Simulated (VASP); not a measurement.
# Pt (Fm-3m) in VASP: density of states with PBE

Aim: the density of states of Pt with PBE.

All numbers are computed with VASP 6.6.1; they aren't measurements. Logs are shortened: lines on timing, memory, paths and dates and some standing lists are left out, and cuts for length are marked.

**1. Starting point**

It takes space group Fm-3m (No. 225, cubic). Conventional cell: a = 3.968 Å, b = 3.968 Å, c = 3.968 Å, α = 90.00°, β = 90.00°, γ = 90.00°. Pt (site symmetry m-3m) is surrounded by 12 Pt at 2.81 Å.

**2. Density of states, PBE, collinear spin, ferromagnetic start**

The input, POSCAR:

```
Pt                                      
1.0
    0.0000000000      1.9837593700      1.9837593700
    1.9837593700      0.0000000000      1.9837593700
    1.9837593700      1.9837593700      0.0000000000
  Pt            
     1
Direct
     0.0000000000000000    0.0000000000000000    0.0000000000000000
```

The input, INCAR.step1:

```
SYSTEM = Pt
PREC = Accurate
ENCUT = 520
EDIFF = 1E-7
ISMEAR = 0
SIGMA = 0.1
LREAL = .FALSE.
LASPH = .TRUE.
NELM = 120
ALGO = Fast
ISIF = 2
LWAVE = .FALSE.
LCHARG = .TRUE.
ISPIN = 2
MAGMOM = 1
LMAXMIX = 4
GGA = PE
NBANDS = 15
```

The input, KPOINTS.step1:

```
regular mesh
0
G
  18 18 18
  0 0 0
```

The input, INCAR.step2:

```
SYSTEM = Pt
PREC = Accurate
ENCUT = 520
EDIFF = 1E-7
ISMEAR = -5
SIGMA = 0.1
LREAL = .FALSE.
LASPH = .TRUE.
NELM = 120
ALGO = Fast
ISIF = 2
LWAVE = .FALSE.
LCHARG = .FALSE.
ISPIN = 2
MAGMOM = 1
LORBIT = 11
LMAXMIX = 4
GGA = PE
NBANDS = 15
NEDOS = 2001
ICHARG = 11
```

The input, KPOINTS.step2:

```
regular mesh
0
G
  27 27 27
  0 0 0
```

Potentials or basis: VASP PAW PBE potentials, release 64 (Pt).

The run is started by

```console
$ cat potpaw_PBE.64/Pt/POTCAR > POTCAR
$ cp INCAR.step1 INCAR
$ cp KPOINTS.step1 KPOINTS
$ mpirun -np 1 vasp_std > vasp.out
$ cp INCAR.step2 INCAR
$ cp KPOINTS.step2 KPOINTS
$ mpirun -np 1 vasp_std > vasp.out
```

OUTCAR:

```text
SYSTEM = Pt
   PREC = Accurate
   ENCUT = 520
   EDIFF = 1E-7
   ISMEAR = -5
   LREAL = .FALSE.
   LASPH = .TRUE.
   NELM = 120
   ISIF = 2
   ISPIN = 2
   LORBIT = 11
   GGA = PE
   ICHARG = 11

 ion  position               nearest neighbor table
   1  0.000  0.000  0.000-

  LATTYP: Found a face centered cubic cell.
 ALAT       =     3.9675187400

  Lattice vectors:

 A1 = (   0.0000000000,   1.9837593700,   1.9837593700)
 A2 = (   1.9837593700,   0.0000000000,   1.9837593700)
 A3 = (   1.9837593700,   1.9837593700,   0.0000000000)

Analysis of symmetry for initial positions (statically):
=====================================================================
 Subroutine PRICEL returns:
 Original cell was already a primitive cell.

 Routine SETGRP: Setting up the symmetry group for a
 face centered cubic supercell.

 Subroutine GETGRP returns: Found 48 space group operations
 (whereof 48 operations were pure point group operations)
 out of a pool of 48 trial point group operations.

The static configuration has the point symmetry O_h .

Analysis of symmetry for dynamics (positions and initial velocities):
=====================================================================
 Subroutine PRICEL returns:
 Original cell was already a primitive cell.

 Routine SETGRP: Setting up the symmetry group for a
 face centered cubic supercell.

 Subroutine GETGRP returns: Found 48 space group operations
 (whereof 48 operations were pure point group operations)
 out of a pool of 48 trial point group operations.

The dynamic configuration has the point symmetry O_h .

Analysis of structural, dynamic, and magnetic symmetry:
=====================================================================
 Subroutine PRICEL returns:
 Original cell was already a primitive cell.

 Routine SETGRP: Setting up the symmetry group for a
 face centered cubic supercell.

 Subroutine GETGRP returns: Found 48 space group operations
 (whereof 48 operations were pure point group operations)
 out of a pool of 48 trial point group operations.

The overall configuration has the point symmetry O_h .

 Subroutine INISYM returns: Found 48 space group operations
 (whereof 48 operations are pure point group operations),
 and found     1 'primitive' translations

----------------------------------------------------------------------------------------

                                     Primitive cell

  volume of cell :      15.6134

  direct lattice vectors                    reciprocal lattice vectors
     0.000000000  1.983759370  1.983759370    -0.252046699  0.252046699  0.252046699
     1.983759370  0.000000000  1.983759370     0.252046699 -0.252046699  0.252046699
     1.983759370  1.983759370  0.000000000     0.252046699  0.252046699 -0.252046699

  length of vectors
     2.805459406  2.805459406  2.805459406     0.436557688  0.436557688  0.436557688

  position of ions in fractional coordinates (direct lattice)
     0.000000000  0.000000000  0.000000000

  ion indices of the primitive-cell ions
   primitive index   ion index
                 1           1

----------------------------------------------------------------------------------------

 KPOINTS: regular mesh

Automatic generation of k-mesh.
 Grid dimensions read from file:
 generate k-points for:   27   27   27

 Generating k-lattice:

  Cartesian coordinates                     Fractional coordinates (reciprocal lattice)
    -0.009335063  0.009335063  0.009335063     0.037037037  0.000000000  0.000000000
     0.009335063 -0.009335063  0.009335063     0.000000000  0.037037037  0.000000000
     0.009335063  0.009335063 -0.009335063     0.000000000  0.000000000  0.037037037

  Length of vectors
     0.016168803  0.016168803  0.016168803

  Shift w.r.t. Gamma in fractional coordinates (k-lattice)
     0.000000000  0.000000000  0.000000000

 TETIRR: Found   2653 inequivalent tetrahedra from   118098

 Subroutine IBZKPT returns following result:
 ===========================================

 Found    560 irreducible k-points:

 Following reciprocal coordinates:
            Coordinates               Weight
  0.000000  0.000000  0.000000      1.000000
  0.037037  0.000000  0.000000      8.000000
  0.074074  0.000000  0.000000      8.000000
  0.111111  0.000000  0.000000      8.000000
  0.148148  0.000000  0.000000      8.000000
  0.185185  0.000000  0.000000      8.000000
[... 16 lines left out ...]
  0.333333  0.037037  0.000000     24.000000
  0.370370  0.037037  0.000000     24.000000
 [... further k-points ...]
   k-points           NKPTS =    560   k-points in BZ     NKDIM =    560   number of bands    NBANDS=     15
   number of dos      NEDOS =   2001   number of ions     NIONS =      1
   total plane-waves  NPLWV =  13824
   dimension x,y,z NGX =    24 NGY =   24 NGZ =   24
   dimension x,y,z NGXF=    48 NGYF=   48 NGZF=   48
   ions per type =               1
   NGX,Y,Z   is equivalent  to a cutoff of  14.22, 14.22, 14.22 a.u.
   NGXF,Y,Z  is equivalent  to a cutoff of  28.44, 28.44, 28.44 a.u.
 SYSTEM =  Pt
   PREC   = accura    normal or accurate (medium, high low for compatibility)
   ISTART =      0    job   : 0-new  1-cont  2-samecut
   ICHARG =     11    charge: 1-file 2-atom 10-const
   ISPIN  =      2    spin polarized calculation?
   LNONCOLLINEAR =      F non collinear calculations
   LSORBIT =      F    spin-orbit coupling
   LASPH  =      T    aspherical Exc in radial PAW
   ENCUT  =  520.0 eV  38.22 Ry    6.18 a.u.   5.22  5.22  5.22*2*pi/ulx,y,z
   NELM   =    120;   NELMIN=  2; NELMDL=  0     # of ELM steps
   EDIFF  = 0.1E-06   stopping-criterion for ELM
   LREAL  =      F    real-space projection
   EDIFFG = 0.1E-05   stopping-criterion for IOM
   NSW    =      0    number of steps for IOM
   IBRION =     -1    ionic relax: 0-MD 1-quasi-New 2-CG
   NFREE  =      0    steps in history (QN), initial steepest desc. (CG)
   ISIF   =      2    stress and relaxation
   ISYM   =      2    0-nonsym 1-usesym 2-fastsym
   POTIM  = 0.5000    time-step for ionic-motion
   TEBEG  =    0.0;   TEEND  =   0.0 temperature during run
   PSTRESS=    0.0 pullay stress
   NELECT =      10.0000    total number of electrons
   NUPDOWN=      -1.0000    fix difference up-down
   EMIN   =  10.00;   EMAX   =-10.00  energy-range for DOS
   EFERMI =   0.00;   METHOD = LEGACY
   ISMEAR =    -5;   SIGMA  =   0.10  broadening in eV -4-tet -1-fermi 0-gaus
   EFERMI_NEDOS =   21; number of points for ismear=-14 and -15
   IALGO  =     68    algorithm
   IMIX   =      4    mixing-type and parameters
     AMIX     =   0.40;   BMIX     =  1.00
     AMIX_MAG =   1.60;   BMIX_MAG =  1.00
  volume/ion in A,a.u.               =      15.61       105.36
  Fermi-wavevector in a.u.,A,eV,Ry     =   1.411159  2.666703 27.094216  1.991369
  Thomas-Fermi vector in A             =   2.533039
   LORBIT       =     11    0 simple, 1 ext, 2 COOP (PROOUT), +10 PAW based schemes
   GGA     = PE    functional components
   LHFCALC =     F    Hartree Fock is set to
   AEXX    =    0.0000 exact exchange contribution
   IVDW    =     0    specifies the selected vdW correction
   LEPSILON=     F    determine dielectric tensor
   LRPA    =     F    only Hartree local field effects (RPA)
 spin polarized calculation
 RMM-DIIS sequential band-by-band and
 Fermi weights with tetrahedron method with Bloechl corrections
  energy-cutoff  :      520.00
  volume of cell :       15.61
 maximum number of plane-waves:       440
 NGX is ok and might be reduce to    24

 number of electron      10.0000002 magnetization       0.0003066

 Free energy of the ion-electron system (eV)
  ---------------------------------------------------
  ext. energy  EPLUGINS =         0.00000000
  ---------------------------------------------------
  free energy    TOTEN  =        -6.09780833 eV

  energy without entropy =       -6.09780833  energy(sigma->0) =       -6.09780833

 E-fermi :  10.5943     XC(G=0): -13.2832

 val. band max:       10.6207807727   @ k =   0.4444   0.1111   0.0000
 cond. band min:      10.5246246605   @ k =   0.4074   0.0741   0.0000
 fundamental gap:     -0.0961561122
 Fermi energy:        10.5943223459

 spin component 1

 k-point     1 :       0.0000    0.0000    0.0000
  band No.  band energies     occupation
      1       0.7784      1.00000
      2       7.0284      1.00000
      3       7.0284      1.00000
      4       7.0284      1.00000
      5       9.0627      1.00000
      6       9.0627      1.00000
      7      25.3409      0.00000
      8      30.1112      0.00000
      9      30.1112      0.00000
     10      30.1112      0.00000
     11      35.3303      0.00000
     12      42.0030      0.00000
     13      42.0030      0.00000
     14      42.0030      0.00000
     15      42.8330      0.00000
[... 397 lines left out ...]
 k-point    24 :       0.3704    0.0370    0.0000
  band No.  band energies     occupation
      1       3.5866      1.00000
      2       7.1188      1.00000
      3       7.2043      1.00000
      4       7.8333      1.00000
      5       9.9918      1.00000
      6      10.1637      1.00000
      7      19.7728      0.00000
      8      25.7953      0.00000
      9      30.4463      0.00000
     10      31.3000      0.00000
     11      36.0597      0.00000
     12      36.3342      0.00000
     13      37.0555      0.00000
     14      43.2451      0.00000
     15      43.6813      0.00000

 [... further k-points ...]

 spin component 2

 k-point     1 :       0.0000    0.0000    0.0000
  band No.  band energies     occupation
      1       0.7784      1.00000
      2       7.0286      1.00000
      3       7.0286      1.00000
      4       7.0286      1.00000
      5       9.0629      1.00000
      6       9.0629      1.00000
      7      25.3410      0.00000
      8      30.1113      0.00000
      9      30.1113      0.00000
     10      30.1113      0.00000
     11      35.3304      0.00000
     12      42.0031      0.00000
     13      42.0031      0.00000
     14      42.0031      0.00000
     15      42.8333      0.00000
[... 397 lines left out ...]
 k-point    24 :       0.3704    0.0370    0.0000
  band No.  band energies     occupation
      1       3.5867      1.00000
      2       7.1190      1.00000
      3       7.2045      1.00000
      4       7.8334      1.00000
      5       9.9921      1.00000
      6      10.1639      1.00000
      7      19.7729      0.00000
      8      25.7954      0.00000
      9      30.4463      0.00000
     10      31.3000      0.00000
     11      36.0597      0.00000
     12      36.3342      0.00000
     13      37.0555      0.00000
     14      43.2452      0.00000
     15      43.6841      0.00000

 [... further k-points ...]
[... 5 lines left out ...]
  --------------------------------------------------------------------------------------
  -------------------------------------------------------------------------------------
  Total        0.0149839      0.0149839      0.0149839     -0.0000000     -0.0000000     -0.0000000
  in kB        1.5375787      1.5375787      1.5375787     -0.0000000     -0.0000000     -0.0000000
  external PRESSURE =       1.5375787 kB  Pullay stress =       0.0000000 kB

 VOLUME and BASIS-vectors are now :
 -----------------------------------------------------------------------------
  energy-cutoff  :      520.00
  volume of cell :       15.61
      direct lattice vectors                 reciprocal lattice vectors
     0.000000000  1.983759370  1.983759370    -0.252046699  0.252046699  0.252046699
     1.983759370  0.000000000  1.983759370     0.252046699 -0.252046699  0.252046699
     1.983759370  1.983759370  0.000000000     0.252046699  0.252046699 -0.252046699

 POSITION                                       TOTAL-FORCE (eV/Angst)
 -----------------------------------------------------------------------------------
      0.00000      0.00000      0.00000         0.000000      0.000000     -0.000000
 -----------------------------------------------------------------------------------
    total drift:                               -0.000000     -0.000000      0.000000

  FREE ENERGIE OF THE ION-ELECTRON SYSTEM (eV)
  ---------------------------------------------------
  free  energy   TOTEN  =        -6.0978083327 eV

  energy  without entropy=       -6.0978083327  energy(sigma->0) =       -6.09780833

 total charge

# of ion       s       p       d       tot
------------------------------------------
    1        0.620   0.569   8.020   9.210

 magnetization (x)

# of ion       s       p       d       tot
------------------------------------------
    1       -0.000  -0.000   0.000   0.000
```

Run time: 5 min. Hardware: 1 thread of Intel Xeon Platinum 8375C at 2.90GHz (Ice Lake), shared host; peak memory 0.3 GiB.

What came out:

| Item | Value |
| --- | --- |
| Net moment | 0.00 μB per cell |
| Valence electrons inside the program's atomic spheres | Pt 9.21 |

States per cell in windows of 0.5 eV (zero at the Fermi level; states under -8 eV left out):
| from (eV) | up | down | Pt1_d_up | Pt1_d_down | Pt1_p_up | Pt1_p_down | Pt1_s_up | Pt1_s_down |
| --- | --- | --- | --- | --- | --- | --- | --- | --- |
| -8.0 | 0.04 | 0.04 | 0.00 | 0.00 | 0.00 | 0.00 | 0.02 | 0.02 |
| -7.5 | 0.05 | 0.05 | 0.01 | 0.01 | 0.01 | 0.01 | 0.03 | 0.03 |
| -7.0 | 0.16 | 0.16 | 0.07 | 0.07 | 0.01 | 0.01 | 0.05 | 0.05 |
| -6.5 | 0.28 | 0.28 | 0.17 | 0.17 | 0.02 | 0.02 | 0.05 | 0.05 |
| -6.0 | 0.37 | 0.37 | 0.28 | 0.28 | 0.02 | 0.02 | 0.04 | 0.04 |
| -5.5 | 0.28 | 0.28 | 0.22 | 0.22 | 0.02 | 0.02 | 0.01 | 0.01 |
| -5.0 | 0.32 | 0.32 | 0.26 | 0.26 | 0.03 | 0.03 | 0.00 | 0.00 |
| -4.5 | 0.35 | 0.35 | 0.29 | 0.29 | 0.02 | 0.02 | 0.01 | 0.01 |
| -4.0 | 0.45 | 0.45 | 0.37 | 0.37 | 0.03 | 0.03 | 0.01 | 0.01 |
| -3.5 | 0.54 | 0.54 | 0.46 | 0.46 | 0.04 | 0.04 | 0.01 | 0.01 |
| -3.0 | 0.35 | 0.35 | 0.29 | 0.29 | 0.03 | 0.03 | 0.01 | 0.01 |
| -2.5 | 0.30 | 0.30 | 0.26 | 0.26 | 0.02 | 0.02 | 0.00 | 0.00 |
| -2.0 | 0.40 | 0.40 | 0.35 | 0.35 | 0.02 | 0.02 | 0.01 | 0.01 |
| -1.5 | 0.29 | 0.29 | 0.26 | 0.26 | 0.01 | 0.01 | 0.00 | 0.00 |
| -1.0 | 0.31 | 0.31 | 0.29 | 0.29 | 0.01 | 0.01 | 0.00 | 0.00 |
| -0.5 | 0.42 | 0.42 | 0.40 | 0.40 | 0.01 | 0.01 | 0.00 | 0.00 |
| 0.0 | 0.32 | 0.32 | 0.31 | 0.31 | 0.01 | 0.01 | 0.00 | 0.00 |
| 0.5 | 0.07 | 0.07 | 0.06 | 0.06 | 0.01 | 0.01 | 0.01 | 0.01 |
| 1.0 | 0.07 | 0.07 | 0.04 | 0.04 | 0.01 | 0.01 | 0.01 | 0.01 |
| 1.5 | 0.07 | 0.07 | 0.04 | 0.04 | 0.02 | 0.02 | 0.01 | 0.01 |
| 2.0 | 0.07 | 0.07 | 0.04 | 0.04 | 0.02 | 0.02 | 0.01 | 0.01 |
| 2.5 | 0.07 | 0.07 | 0.04 | 0.04 | 0.02 | 0.02 | 0.01 | 0.01 |
| 3.0 | 0.06 | 0.06 | 0.03 | 0.03 | 0.02 | 0.02 | 0.01 | 0.01 |
| 3.5 | 0.07 | 0.07 | 0.03 | 0.03 | 0.02 | 0.02 | 0.01 | 0.01 |
| 4.0 | 0.06 | 0.06 | 0.02 | 0.02 | 0.02 | 0.02 | 0.01 | 0.01 |
| 4.5 | 0.06 | 0.06 | 0.02 | 0.02 | 0.02 | 0.02 | 0.02 | 0.02 |
| 5.0 | 0.06 | 0.06 | 0.02 | 0.02 | 0.01 | 0.01 | 0.02 | 0.02 |
| 5.5 | 0.10 | 0.10 | 0.03 | 0.03 | 0.02 | 0.02 | 0.04 | 0.04 |
| 6.0 | 0.07 | 0.07 | 0.02 | 0.02 | 0.02 | 0.02 | 0.02 | 0.02 |
| 6.5 | 0.08 | 0.08 | 0.02 | 0.02 | 0.03 | 0.03 | 0.02 | 0.02 |
| 7.0 | 0.08 | 0.08 | 0.02 | 0.02 | 0.03 | 0.03 | 0.02 | 0.02 |
| 7.5 | 0.09 | 0.09 | 0.02 | 0.02 | 0.03 | 0.03 | 0.03 | 0.03 |

Caveat: tetrahedron occupations give inexact forces and stress in metals.
